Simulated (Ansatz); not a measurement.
# Cd3Hg2Te5: one candidate of a structure search

Where does this trial cell of Cd3Hg2Te5 go when cell and atoms are let free?

Method: DFT PBE, scalar-relativistic, plane waves, PAW, in Ansatz 0.2.0.

## (1) Starting point

It takes space group R-3m (No. 166, trigonal). The conventional cell has a = 4.389 Å, b = 4.389 Å, c = 53.753 Å, α = 90.00°, β = 90.00°, γ = 120.00°. Cd (site symmetry 3m) is surrounded by 6 Te at 3.10 Å. Cd (site symmetry -3m) is surrounded by 6 Te at 3.10 Å. Hg (site symmetry 3m) is surrounded by 6 Te at 3.10 Å. Te (site symmetry -3m) is surrounded by 6 Cd at 3.10 Å. Te (site symmetry 3m) is surrounded by 3 Hg at 3.10 Å and 3 Cd at 3.10 Å. Around Te (site symmetry 3m) lie 3 Cd at 3.10 Å and 3 Hg at 3.10 Å.

As a file:

```xyz
10
Lattice="2.1945 1.2670 17.9178 -2.1945 1.2670 17.9178 0.0000 -2.5340 17.9178" Properties=species:S:1:pos:R:3 pbc="T T T"
Cd    0.0000    0.0000   10.7507
Cd    0.0000    0.0000   43.0026
Cd    0.0000    0.0000    0.0000
Hg    0.0000    0.0000   21.5013
Hg    0.0000    0.0000   32.2520
Te    0.0000    0.0000   26.8766
Te    0.0000    0.0000    5.3753
Te    0.0000    0.0000   37.6273
Te    0.0000    0.0000   16.1260
Te    0.0000    0.0000   48.3779
```

The start is an ordering of an alloy on its end members' structure types: elements ordered on the sites of the HgTe type, Cd/Hg on Hg (R-3m, No. 166).

## (2) Probe: one point on a coarse mesh

Input file input.yaml:

```yaml
crystal:
  lattice:
    - [2.19446776, 1.26697655, 17.91775422]
    - [-2.19446776, 1.26697655, 17.91775422]
    - [0.0, -2.5339531, 17.91775422]
  atoms:
    - { symbol: Cd, position: [0.2, 0.2, 0.2] }
    - { symbol: Cd, position: [0.8, 0.8, 0.8] }
    - { symbol: Cd, position: [0.0, 0.0, 0.0] }
    - { symbol: Hg, position: [0.4, 0.4, 0.4] }
    - { symbol: Hg, position: [0.6, 0.6, 0.6] }
    - { symbol: Te, position: [0.5, 0.5, 0.5] }
    - { symbol: Te, position: [0.1, 0.1, 0.1] }
    - { symbol: Te, position: [0.7, 0.7, 0.7] }
    - { symbol: Te, position: [0.3, 0.3, 0.3] }
    - { symbol: Te, position: [0.9, 0.9, 0.9] }
basis:
  ecutwfc: 420
kpoints:
  mp_grid: { grid: [6, 6, 6] }
hamiltonian:
  xc: pbe
scf:
  occupations: { method: gaussian, width: 0.1 }
  lower_state_search: "off"
output:
  forces: true
  stress: true
  eigenvalues: true
```

Launch:

```
$ ansatz run input.yaml --threads 4 --pin off --max-ram 8192MiB --backend cpu --events-out ev --progress --plain --runs-dir out
```

Further runs follow: full relaxation.

What does the calculation give? Wanted: conventional cell; volume; energy over the elements; gap on the mesh.

The runs gave:

| quantity | value |
| --- | --- |
| symmetry at the end (tolerance 0.05 Å) | space group R-3m (No. 166) |
| conventional cell | a = 4.338 Å, b = 4.338 Å, c = 53.186 Å, α = 90.00°, β = 90.00°, γ = 120.00° |
| volume | 28.89 Å³/atom |
| energy over the elements | -0.17 eV/atom |
| gap on the mesh | none (metal) |

**Reading.** The space group R-3m (No. 166) is kept, and the volume per atom shrinks by 3.3 % from the first guess. It lies below the elements, which doesn't yet make it stable: competing phases were not computed in this session. No finished test with a distortion of lower symmetry is shown, so the end may be a saddle point. The runs treat Hg, Te without spin-orbit coupling.
